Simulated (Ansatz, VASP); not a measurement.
## NaI: VASP beside Ansatz

```
CELL_PARAMETERS angstrom
0.00000 3.23640 3.23640
3.23640 0.00000 3.23640
3.23640 3.23640 0.00000
ATOMIC_POSITIONS crystal
Na 0.00000 0.00000 0.00000
I 0.42275 0.57725 0.42275
```

Change from the starting cell: all I atoms moved -0.500 Å, as atom 2 along Cartesian [0 1 0].

Alike in both runs: task single point; functional PBEsol; k mesh 6 × 6 × 6; occupations gaussian, width 0.05 eV; no spin polarisation.

|  | VASP | Ansatz |
| --- | --- | --- |
| version | VASP 6.6.1 | Ansatz 0.2.0 |
| potentials or method | VASP PAW PBE potentials, release 64 (Na_pv, I) | scalar-relativistic, plane waves, PAW |
| plane-wave cutoff (eV) | 520 | 420 |
| valence electrons in the cell | 14 | 26 |

VASP gave:

```
gap on the k mesh at the Fermi level (eV)       : 3.54
least direct gap on the mesh (eV)               : 3.54
pressure (GPa)                                  : 1.1
largest component of the traceless stress (GPa) : 3.50
rms of the force components (eV/Å)              : 0.515
```

Q: Estimate Ansatz's values.

A: gap on the k mesh at the Fermi level (eV): 3.55; least direct gap on the mesh (eV): 3.55; pressure (GPa): 1.0; largest component of the traceless stress (GPa): 3.45; rms of the force components (eV/Å): 0.508.

Atom by atom the forces differ by 0.007 eV/Å (rms over components). With one functional, cell and mesh, what is left measures potentials, basis and numerics. The two sets of potentials don't hold the same shells in valence.

Caveats: the PAW data sets were made with another functional, which shifts forces and pressure a little (VASP); spin-orbit coupling is left out, which moves the levels of the heavy elements.
